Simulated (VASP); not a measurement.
Wanted: the native input for a VASP 6.6.1 run.

- Task: relaxation of cell and atoms
- Functional: PBE
- Potentials or basis: VASP PAW PBE potentials, release 64 (Mn_pv, S)
- Cutoff: 520 eV
- k mesh: 14 × 14 × 14
- Occupations: gaussian, width 0.1 eV
- Spin: collinear spin, ferromagnetic start
- Starting moments: [5.0, 0.0] μB
- Hubbard terms: Mn d U = 1.9 eV
- Target pressure: 0.0001 GPa
- Further INCAR settings: ALGO = Normal; EDIFF = 1e-07; IBRION = 2; EDIFFG = -0.002; NSW = 80; ISIF = 3
- Target pressure: 0.0001 GPa

The structure of MnS lies in POSCAR:

```
MnS                                     
1.0
    0.0000000000      2.5754418526      2.5754418526
    2.5754418526      0.0000000000      2.5754418526
    2.5754418526      2.5754418526      0.0000000000
  Mn              S             
     1     1
Direct
     1.0000000000000000    0.0000000000000000    0.0000000000000000
     0.5000000000000000    0.5000000000000000    0.5000000000000000
```

One way to write it, as run:

INCAR

```
  PREC = Accurate
  ENCUT = 520
  EDIFF = 1E-7
  ISMEAR = 0
  SIGMA = 0.1
  LREAL = False
  LASPH = True
  NELM = 150
  ALGO = Normal
  ISIF = 3
  LWAVE = False
  LCHARG = False
  ISPIN = 2
  MAGMOM = 5 0
  LORBIT = 11
  LMAXMIX = 4
  LDAU = True
  LDAUTYPE = 2
  LDAUL = 2 -1
  LDAUU = 1.9 0
  LDAUJ = 0 0
  LDAUPRINT = 1
  GGA = PE
  IBRION = 2
  NSW = 80
  EDIFFG = -0.002
  PSTRESS = 0.001
```

KPOINTS

```
Automatic mesh
0
Gamma
  14 14 14
```

Potentials or basis: VASP PAW PBE potentials, release 64 (Mn_pv, S).

The run is started by

```sh
$ cat potpaw_PBE.64/Mn_pv/POTCAR potpaw_PBE.64/S/POTCAR > POTCAR
$ mpirun -np 1 vasp_std > vasp.out
```

It gave:

```yaml
Relaxed_volume: 18.17 Å³/atom
Relaxed_cell: a = 3.718 Å, b = 3.718 Å, c = 3.718 Å, α = 60.00°, β = 60.00°, γ = 60.00°
Space_group_after_relaxing_to_0.05_Å: Fm-3m (No. 225)
Energy_change_on_relaxing_the_enthalpy_is_what_falls: -15.7 meV/atom
Ionic_steps: 5
Pressure_after_relaxing: 0.0 GPa
Band_gap_on_the_k_mesh: none (metal or under the smearing width)
Net_moment: 4.99 μB per cell
Site_moments: Mn +4.51; S +0.12 μB
Valence_electrons_inside_the_program's_atomic_spheres: Mn 11.26; S 3.76
```

Caveat: the cell is relaxed towards a set pressure, so the enthalpy falls and the energy may rise; a cell with one magnetic atom can't hold antiferromagnetic order, which such compounds often take.

Run time: 5.7 min on 1 thread of Intel(R) Xeon(R) Platinum 8259CL CPU @ 2.50GHz (Skylake/Cascade Lake), with other jobs on the host, peak memory 0.24 GiB.
